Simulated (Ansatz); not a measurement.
GaP (started from an entry of an open crystallographic database) at its r2SCAN geometry, in the plane-wave code Ansatz. One PBEsol run serves as the base. The settings are then varied one at a time, some on purpose to values that make no sense. Doubtful ones may also carry a cap on iterations. All numbers are computed, and spin polarisation is off unless an edit sets a moment.

Base input:
```yaml
crystal:
  lattice:
    - [0.0, 2.725410193, 2.725410193]
    - [2.725410193, 0.0, 2.725410193]
    - [2.725410193, 2.725410193, 0.0]
  atoms:
    - { symbol: Ga, position: [0.0, 0.0, 0.0] }
    - { symbol: P, position: [0.25, 0.25, 0.25] }
kpoints:
  mp_grid: { grid: [6, 6, 6] }
hamiltonian:
  xc: pbesol
scf:
  occupations: { method: fixed }
  n_extra_bands: 4
output:
  forces: true
  stress: true
  eigenvalues: true
```

Base results:
```
Basis set: ecut = 420 eV, 749 PW (Γ)
Symmetry: 24 space group operations
Space group: F-43m (ITA 216)
k-points: 16 of 216 (time reversal used)
SCF converged after 6 iterations
Free energy (F): -4484.039445 eV
Fermi energy:    6.999605 eV
--- Stress (GPa, compression-positive) ---
       -0.543979       0.000000       0.000000
        0.000000      -0.543979       0.000000
        0.000000       0.000000      -0.543979
  P = ⅓ Tr σ = -0.5440 GPa (-5.440 kbar)
```
The gap over this mesh is 1.510 eV.

Run as `ansatz run input.yaml --threads 4 --pin off --max-ram 3686MiB --backend cpu --events-out ev --progress --plain --runs-dir out`. Wall time 0.9 s on 4 threads of Arm Neoverse N1, on a shared host, load about 0.9 per core; peak host memory 0.35 GiB.

Q: These lines are set or replaced. What follows?
```yaml
scf:
  occupations: { method: gaussian, width: 0.2 }
```

A: Energy, stress and gap stay within 1 meV an atom, 0.1 GPa and 0.005 eV of the base.

One of the further runs printed
```
SCF converged after 6 iterations
Free energy (F): -4550.470804 eV
Fermi energy:    6.902790 eV
--- Stress (GPa, compression-positive) ---
        0.055761       0.000000       0.000000
        0.000000       0.055761       0.000000
        0.000000       0.000000       0.055761
  P = ⅓ Tr σ = 0.0558 GPa (0.558 kbar)
--- Band table (eV; the first three rows and the last of 16) ---
  k-point 0: bands = […, -7.9792, -7.9792, -6.1220, 6.9028, 6.9028, 6.9028, 9.2658, 11.0729, 11.0729, 11.0729]
  k-point 1: bands = […, -7.9791, -7.9791, -5.7467, 4.4901, 6.5162, 6.5162, 9.7287, 11.6482, 11.6482, 12.3795]
  k-point 2: bands = […, -7.9755, -7.9755, -4.7546, 1.5416, 5.9541, 5.9541, 9.1767, 12.0394, 12.0394, 15.0835]
  k-point 15: bands = […, -8.0014, -7.9651, -2.9544, 0.1012, 3.3957, 3.5191, 10.6844, 10.8891, 14.9595, 15.0025]
```

Q: Which setting had been changed?
A. hamiltonian.xc: mr2scan
B. scf.eigensolver.kind: dense
C. scf.convergence.dr2_threshold: 0.0001
D. scf.occupations: cold 0.5

A: A. The cutoff follows the functional, from 420 to 500 eV. The mean stress moves by +0.60 GPa and the gap on the mesh by +0.395 eV (to 1.905). It's another functional on the same cell, so totals aren't comparable.

Q: What happens with this change?
```yaml
accuracy: high
```

A: Energy, stress and gap stay within 1 meV an atom, 0.1 GPa and 0.005 eV of the base. The result hardly depends on this setting here.

Q: What happens with this change?
```yaml
scf:
  n_extra_bands: 24
```

A: Energy, stress and gap stay within 1 meV an atom, 0.1 GPa and 0.005 eV of the base. Empty bands don't enter the energy of an insulator with fixed occupations.

Q: The input is altered as follows. How does the run end?
```yaml
scf:
  max_iter: 68
basis:
  ecutrho_ratio: 8
```

A: Energy, stress and gap stay within 1 meV an atom, 0.1 GPa and 0.005 eV of the base. The result hardly depends on this setting here.

Q: The input is altered as follows. How does the run end?
```yaml
basis:
  ecutwfc: 200
```

A: 259 plane waves in place of 749. The free energy moves by +4363 meV an atom, the mean stress by -1.28 GPa and the gap on the mesh by +0.117 eV (to 1.627). The basis is too small: these are errors of the cutoff.
```
Warning: basis.ecutwfc = 200 eV is below the records' recommended 420 eV, and the density's cutoff is lower with it unless basis.ecutrho_ratio is high enough to keep the records' density cutoff: compare with a run at a higher cutoff
Basis set: ecut = 200 eV, 259 PW (Γ)
SCF converged after 7 iterations
Free energy (F): -4475.313880 eV
Fermi energy:    6.873060 eV
--- Stress (GPa, compression-positive) ---
       -1.818984       0.000000       0.000000
        0.000000      -1.818984       0.000000
        0.000000       0.000000      -1.818984
  P = ⅓ Tr σ = -1.8190 GPa (-18.190 kbar)
--- Band table (eV; the first three rows and the last of 16) ---
  k-point 0: bands = […, -11.3813, -11.3813, -5.5071, 6.8731, 6.8731, 6.8731, 8.7408, 10.7224, 10.7224, 10.7224]
  k-point 1: bands = […, -11.6971, -11.6971, -5.1874, 4.4538, 6.4919, 6.4919, 9.2202, 11.2610, 11.2610, 11.8440]
  k-point 2: bands = […, -11.3566, -11.3566, -4.2197, 1.6256, 5.9635, 5.9635, 8.7432, 11.6770, 11.6770, 14.4338]
  k-point 15: bands = […, -11.4185, -11.3445, -2.4098, 0.1254, 3.4630, 3.5955, 10.3868, 10.4100, 14.3737, 14.5292]
```
